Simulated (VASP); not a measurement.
# Mg (P6_3/mmc) in VASP: further runs

Runs on Mg. Level: PBEsol. Tasks: relaxation of cell and atoms, electrostatic potential.

Program: VASP 6.6.1. These are calculated values, not measurements. Logs are shortened: lines on timing, memory, paths and dates and some standing lists are left out, and cuts for length are marked.

## 1. Starting point

It takes space group P6_3/mmc (No. 194, hexagonal). The conventional cell has a = 3.180 Å, b = 3.180 Å, c = 5.160 Å, α = 90.00°, β = 90.00°, γ = 120.00°. Around Mg (site symmetry -6m2) lie 12 Mg at 3.17 to 3.18 Å.

The cell was built by a generator and needn't be a form met in nature.

## 2. Relaxation of cell and atoms, PBEsol

INCAR

```
ALGO     = Normal         # electronic algorithm
EDIFF    = 1E-7           # SCF threshold, eV
EDIFFG   = -0.005         # ionic threshold
ENCUT    = 600            # plane-wave cutoff, eV
GGA      = PS             # functional
IBRION   = 2              # ionic algorithm
ISIF     = 3              # what is computed and relaxed
ISMEAR   = 1              # smearing method
LASPH    = True           # aspherical terms in the spheres
LCHARG   = False          # write CHGCAR
LREAL    = False          # projectors in reciprocal space
LWAVE    = False          # write WAVECAR
NELM     = 120            # most SCF steps
NSW      = 40             # ionic steps
PREC     = Accurate       # precision mode
SIGMA    = 0.1            # smearing width, eV
```

KPOINTS

```
k-points
0
Gamma
  16 16 8
```

POSCAR

```
Mg
1.0
    3.1800000000      0.0000000000      0.0000000000
   -1.5900000000      2.7539607800      0.0000000000
    0.0000000000      0.0000000000      5.1600000000
Mg
2
Direct
    0.3333333300      0.6666666700      0.2500000000
    0.6666666700      0.3333333300      0.7500000000
```

Potentials or basis: VASP PAW PBE potentials, release 64 (Mg).

On the command line:

```console
> cat potpaw_PBE.64/Mg/POTCAR > POTCAR
> mpirun -np 1 vasp_std > vasp.out
```

OUTCAR:

```text
EDIFF = 1E-7
   EDIFFG = -0.005
   ENCUT = 600
   GGA = PS
   IBRION = 2
   ISIF = 3
   ISMEAR = 1
   LASPH = True
   LREAL = False
   NELM = 120
   NSW = 40
   PREC = Accurate

 ion  position               nearest neighbor table
   1  0.333  0.667  0.250-   2 3.17   2 3.17   2 3.17   2 3.17   2 3.17   2 3.17
   2  0.667  0.333  0.750-   1 3.17   1 3.17   1 3.17   1 3.17   1 3.17   1 3.17

  LATTYP: Found a hexagonal cell.
 ALAT       =     3.1800000000
 C/A-ratio  =     1.6226415094

  Lattice vectors:

 A1 = (   3.1800000000,   0.0000000000,   0.0000000000)
 A2 = (  -1.5900000000,   2.7539607800,   0.0000000000)
 A3 = (   0.0000000000,   0.0000000000,   5.1600000000)

Analysis of symmetry for initial positions (statically):
=====================================================================
 Subroutine PRICEL returns:
 Original cell was already a primitive cell.

 Routine SETGRP: Setting up the symmetry group for a
 hexagonal supercell.

 Subroutine GETGRP returns: Found 24 space group operations
 (whereof 12 operations were pure point group operations)
 out of a pool of 24 trial point group operations.

The static configuration has the point symmetry D_3d.
 The point group associated with its full space group is D_6h.

Analysis of symmetry for dynamics (positions and initial velocities):
=====================================================================
 Subroutine PRICEL returns:
 Original cell was already a primitive cell.

 Routine SETGRP: Setting up the symmetry group for a
 hexagonal supercell.

 Subroutine GETGRP returns: Found 24 space group operations
 (whereof 12 operations were pure point group operations)
 out of a pool of 24 trial point group operations.

The dynamic configuration has the point symmetry D_3d.
 The point group associated with its full space group is D_6h.

 Subroutine INISYM returns: Found 24 space group operations
 (whereof 12 operations are pure point group operations),
 and found     1 'primitive' translations

----------------------------------------------------------------------------------------

                                     Primitive cell

  volume of cell :      45.1892

  direct lattice vectors                    reciprocal lattice vectors
     3.180000000  0.000000000  0.000000000     0.314465409  0.181556689  0.000000000
    -1.590000000  2.753960780  0.000000000     0.000000000  0.363113377  0.000000000
     0.000000000  0.000000000  5.160000000     0.000000000  0.000000000  0.193798450

  length of vectors
     3.180000000  3.179999997  5.160000000     0.363113377  0.363113377  0.193798450

  position of ions in fractional coordinates (direct lattice)
     0.333333330  0.666666670  0.250000000
     0.666666670  0.333333330  0.750000000

  ion indices of the primitive-cell ions
   primitive index   ion index
                 1           1
                 2           2

----------------------------------------------------------------------------------------

 KPOINTS: k-points

Automatic generation of k-mesh.
 Grid dimensions read from file:
 generate k-points for:   16   16    8

 Generating k-lattice:

  Cartesian coordinates                     Fractional coordinates (reciprocal lattice)
     0.019654088  0.011347293  0.000000000     0.062500000  0.000000000  0.000000000
     0.000000000  0.022694586  0.000000000     0.000000000  0.062500000  0.000000000
     0.000000000  0.000000000  0.024224806     0.000000000  0.000000000  0.125000000

  Length of vectors
     0.022694586  0.022694586  0.024224806

  Shift w.r.t. Gamma in fractional coordinates (k-lattice)
     0.000000000  0.000000000  0.000000000

 Subroutine IBZKPT returns following result:
 ===========================================

 Found    150 irreducible k-points:

 Following reciprocal coordinates:
            Coordinates               Weight
  0.000000  0.000000  0.000000      1.000000
  0.062500 -0.000000  0.000000      6.000000
  0.125000 -0.000000  0.000000      6.000000
  0.187500 -0.000000  0.000000      6.000000
  0.250000 -0.000000  0.000000      6.000000
  0.312500 -0.000000  0.000000      6.000000
[... 16 lines left out ...]
  0.187500  0.187500  0.000000      6.000000
  0.250000  0.187500  0.000000     12.000000
 [... further k-points ...]
   k-points           NKPTS =    150   k-points in BZ     NKDIM =    150   number of bands    NBANDS=      6
   number of dos      NEDOS =    301   number of ions     NIONS =      2
   total plane-waves  NPLWV =  32928
   dimension x,y,z NGX =    28 NGY =   28 NGZ =   42
   dimension x,y,z NGXF=    56 NGYF=   56 NGZF=   84
   ions per type =               2
   NGX,Y,Z   is equivalent  to a cutoff of  14.64, 14.64, 13.53 a.u.
   NGXF,Y,Z  is equivalent  to a cutoff of  29.28, 29.28, 27.06 a.u.
 SYSTEM =  unknown system
   PREC   = accura    normal or accurate (medium, high low for compatibility)
   ISTART =      0    job   : 0-new  1-cont  2-samecut
   ICHARG =      2    charge: 1-file 2-atom 10-const
   ISPIN  =      1    spin polarized calculation?
   LNONCOLLINEAR =      F non collinear calculations
   LSORBIT =      F    spin-orbit coupling
   LASPH  =      T    aspherical Exc in radial PAW
   ENCUT  =  600.0 eV  44.10 Ry    6.64 a.u.   6.35  6.35 10.31*2*pi/ulx,y,z
   NELM   =    120;   NELMIN=  2; NELMDL= -5     # of ELM steps
   EDIFF  = 0.1E-06   stopping-criterion for ELM
   LREAL  =      F    real-space projection
   EDIFFG = -.5E-02   stopping-criterion for IOM
   NSW    =     40    number of steps for IOM
   IBRION =      2    ionic relax: 0-MD 1-quasi-New 2-CG
   NFREE  =      1    steps in history (QN), initial steepest desc. (CG)
   ISIF   =      3    stress and relaxation
   ISYM   =      2    0-nonsym 1-usesym 2-fastsym
   POTIM  = 0.5000    time-step for ionic-motion
   TEBEG  =    0.0;   TEEND  =   0.0 temperature during run
   PSTRESS=    0.0 pullay stress
   NELECT =       4.0000    total number of electrons
   NUPDOWN=      -1.0000    fix difference up-down
   EMIN   =  10.00;   EMAX   =-10.00  energy-range for DOS
   EFERMI =   0.00;   METHOD = LEGACY
   ISMEAR =     1;   SIGMA  =   0.10  broadening in eV -4-tet -1-fermi 0-gaus
   EFERMI_NEDOS =   21; number of points for ismear=-14 and -15
   IALGO  =     38    algorithm
   IMIX   =      4    mixing-type and parameters
     AMIX     =   0.40;   BMIX     =  1.00
     AMIX_MAG =   1.60;   BMIX_MAG =  1.00
  volume/ion in A,a.u.               =      22.59       152.48
  Fermi-wavevector in a.u.,A,eV,Ry     =   0.729597  1.378739  7.242550  0.532312
  Thomas-Fermi vector in A             =   1.821359
   LORBIT       =      0    0 simple, 1 ext, 2 COOP (PROOUT), +10 PAW based schemes
   GGA     = PS    functional components
   LHFCALC =     F    Hartree Fock is set to
   AEXX    =    0.0000 exact exchange contribution
   IVDW    =     0    specifies the selected vdW correction
   LEPSILON=     F    determine dielectric tensor
   LRPA    =     F    only Hartree local field effects (RPA)
 conjugate gradient relaxation of ions
 non-spin polarized calculation
 Methfessel and Paxton  Order N= 1 SIGMA  =   0.10
  energy-cutoff  :      600.00
  volume of cell :       45.19
 maximum number of plane-waves:      1528
 NGX is ok and might be reduce to    28
   NGX = 13   NGY = 13   NGZ = 21

--------------------------------------- Ionic step        1  -------------------------------------------

 number of electron       4.0000000 magnetization

 Free energy of the ion-electron system (eV)
  ---------------------------------------------------
  ext. energy  EPLUGINS =         0.00000000
  ---------------------------------------------------
  free energy    TOTEN  =        -3.44282817 eV

  energy without entropy =       -3.44267185  energy(sigma->0) =       -3.44277606

------------------------ aborting loop because EDIFF is reached ----------------------------------------

  FORCE on cell =-STRESS in cart. coord.  units (eV):
  Direction    XX          YY          ZZ          XY          YZ          ZX
  --------------------------------------------------------------------------------------
  -------------------------------------------------------------------------------------
  Total       -0.0145303     -0.0145303     -0.1214262      0.0000000      0.0000000      0.0000000
  in kB       -0.5151711     -0.5151711     -4.3051515      0.0000000      0.0000000      0.0000000
  external PRESSURE =      -1.7784979 kB  Pullay stress =       0.0000000 kB

 VOLUME and BASIS-vectors are now :
 -----------------------------------------------------------------------------
  energy-cutoff  :      600.00
  volume of cell :       45.19
      direct lattice vectors                 reciprocal lattice vectors
     3.180000000  0.000000000  0.000000000     0.314465409  0.181556689  0.000000000
    -1.590000000  2.753960780  0.000000000     0.000000000  0.363113377  0.000000000
     0.000000000  0.000000000  5.160000000     0.000000000  0.000000000  0.193798450
[... 109 lines left out ...]
 POSITION                                       TOTAL-FORCE (eV/Angst)
 -----------------------------------------------------------------------------------
     -0.00000      1.83673      1.28139        -0.000000     -0.000000      0.000000
      1.59066      0.91837      3.84416         0.000000      0.000000      0.000000
 -----------------------------------------------------------------------------------
    total drift:                                0.000000     -0.000000      0.000000

  FREE ENERGIE OF THE ION-ELECTRON SYSTEM (eV)
  ---------------------------------------------------
  free  energy   TOTEN  =        -3.4432714685 eV

  energy  without entropy=       -3.4431230012  energy(sigma->0) =       -3.44322198

--------------------------------------- Ionic step        5  -------------------------------------------

 number of electron       4.0000000 magnetization

 Free energy of the ion-electron system (eV)
  ---------------------------------------------------
  ext. energy  EPLUGINS =         0.00000000
  ---------------------------------------------------
  free energy    TOTEN  =        -3.44328699 eV

  energy without entropy =       -3.44314643  energy(sigma->0) =       -3.44324014

 E-fermi :   2.7164     XC(G=0):  -8.5995

 val. band max:        2.7123923141   @ k =   0.3125   0.3125   0.2500
 cond. band min:       2.7216983913   @ k =   0.5000  -0.0000   0.3750
 fundamental gap:      0.0093060772
 Fermi energy:         2.7164398238

 k-point     1 :       0.0000    0.0000    0.0000
  band No.  band energies     occupation
      1      -4.3184      2.00000
      2       1.0309      2.00000
      3       1.5515      2.00000
      4      13.6491      0.00000
      5      13.6491      0.00000
      6      13.7868      0.00000

 k-point     2 :       0.0625   -0.0000    0.0000
  band No.  band energies     occupation
      1      -4.2409      2.00000
      2       1.1015      2.00000
      3       1.6266      2.00000
      4      12.0222      0.00000
      5      12.7490      0.00000
      6      13.5611      0.00000
[... 181 lines left out ...]
 k-point    23 :       0.1875    0.1875    0.0000
  band No.  band energies     occupation
      1      -2.2481      2.00000
      2       2.9393     -0.00714
      3       3.4146     -0.00000
      4       5.8959      0.00000
      5       6.4430      0.00000
      6      10.6198      0.00000

 k-point    24 :       0.2500    0.1875    0.0000
  band No.  band energies     occupation
      1      -1.4931      2.00000
      2       3.6473     -0.00000
      3       3.7395     -0.00000
      4       4.7754      0.00000
      5       5.9466      0.00000
      6       9.3040      0.00000

 [... further k-points ...]

------------------------ aborting loop because EDIFF is reached ----------------------------------------

  FORCE on cell =-STRESS in cart. coord.  units (eV):
  Direction    XX          YY          ZZ          XY          YZ          ZX
  --------------------------------------------------------------------------------------
  -------------------------------------------------------------------------------------
  Total        0.0007416      0.0007416      0.0055577      0.0000000      0.0000000      0.0000000
  in kB        0.0264253      0.0264253      0.1980450      0.0000000      0.0000000      0.0000000
  external PRESSURE =       0.0836318 kB  Pullay stress =       0.0000000 kB

 VOLUME and BASIS-vectors are now :
 -----------------------------------------------------------------------------
  energy-cutoff  :      600.00
  volume of cell :       44.96
      direct lattice vectors                 reciprocal lattice vectors
     3.183959523  0.000000000 -0.000000000     0.314074345  0.181330908  0.000000000
    -1.591979761  2.757389827 -0.000000000    -0.000000000  0.362661815  0.000000000
    -0.000000000 -0.000000000  5.121244293    -0.000000000  0.000000000  0.195265046

 POSITION                                       TOTAL-FORCE (eV/Angst)
 -----------------------------------------------------------------------------------
     -0.00000      1.83826      1.28031        -0.000000     -0.000000      0.000000
      1.59198      0.91913      3.84093         0.000000      0.000000      0.000000
 -----------------------------------------------------------------------------------
    total drift:                                0.000000     -0.000000      0.000000

  FREE ENERGIE OF THE ION-ELECTRON SYSTEM (eV)
  ---------------------------------------------------
  free  energy   TOTEN  =        -3.4432869914 eV

  energy  without entropy=       -3.4431464307  energy(sigma->0) =       -3.44324014

 reached required accuracy - stopping structural energy minimisation
```

Wall time 40 s (1 thread of Intel Xeon 6975P-C (Granite Rapids), shared host); peak memory 0.21 GiB.

What came out:

```yaml
Free_energy: -3.4433 eV
Relaxed_volume: 22.48 Å³/atom
Relaxed_cell: a = 3.184 Å, b = 3.184 Å, c = 5.121 Å, α = 90.00°, β = 90.00°, γ = 120.00°
Space_group_after_relaxing_to_0.05_Å: P6_3/mmc (No. 194)
Energy_gained_by_relaxing: 0.2 meV/atom
Ionic_steps: 5
Pressure_after_relaxing: 0.0 GPa
Band_gap_on_the_k_mesh: none (metal or under the smearing width)
```

Step by step:
```
step  energy change (eV)  largest force (eV/Å)  pressure (GPa)  volume (Å³)
   1              0.0000                0.0000           -0.18        45.19
   2             -0.0003                0.0000           -0.04        45.03
   3             -0.0004                0.0000            0.08        44.88
   4             -0.0004                0.0000            0.04        44.92
   5             -0.0005                0.0000            0.01        44.96
```

Final structure:
```
CELL_PARAMETERS angstrom
3.18396 0.00000 0.00000
-1.59198 2.75739 0.00000
0.00000 0.00000 5.12124
ATOMIC_POSITIONS crystal
Mg 0.33333 0.66667 0.25000
Mg 0.66667 0.33333 0.75000
```

Levels at points of the mesh, in eV from the Fermi level:
```csv
k point,band 1,band 2,band 3,band 4,band 5,band 6
"(0.00, 0.00, 0.00)",-7.03,-1.69,-1.16,10.93,10.93,11.07
"(0.50, 0.00, 0.00)",-2.22,-2.20,2.69,3.03,3.39,3.77
"(0.00, 0.00, 0.50)",-5.61,-5.61,5.22,5.22,11.69,11.69
"(0.50, 0.00, 0.50)",-1.15,-1.15,-0.47,-0.47,8.07,8.08
```

Caveat: the PAW data sets were made with another functional, which shifts forces and pressure a little.

(Continued in part 2 of 2.)
